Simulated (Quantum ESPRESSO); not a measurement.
The system is HfC.

```
Hf C
1.0
     0.00000    2.32500    2.32500
     2.32500    0.00000    2.32500
     2.32500    2.32500    0.00000
Hf C
1 1
Cartesian
  2.3250 2.3250 2.3250
  0.0000 0.0000 0.0000
```

Base run:

* Program: Quantum ESPRESSO 7.5
* Functional: PBE
* Potentials or basis: SSSP 1.3 efficiency PBE
* Cutoff: 816 eV
* Density cutoff: 5987 eV
* k mesh: 10 × 10 × 10
* Occupations: fermi-dirac, width 0.05 eV
* Spin: no spin polarisation
* Hubbard terms: Hf d U = 8 eV

Its results: band gap on the k mesh none (metal or under the smearing width); pressure 16.2 GPa.

The run is repeated on the same cell with these changes: hubbard terms from Hf d U = 8 eV to Hf d U = 5 eV. What comes out?

Band gap on the k mesh none (metal or under the smearing width); pressure 9.1 GPa.

Caveats: U without spin polarisation on a metal has little footing; the U is typed as a test and isn't derived for this compound.
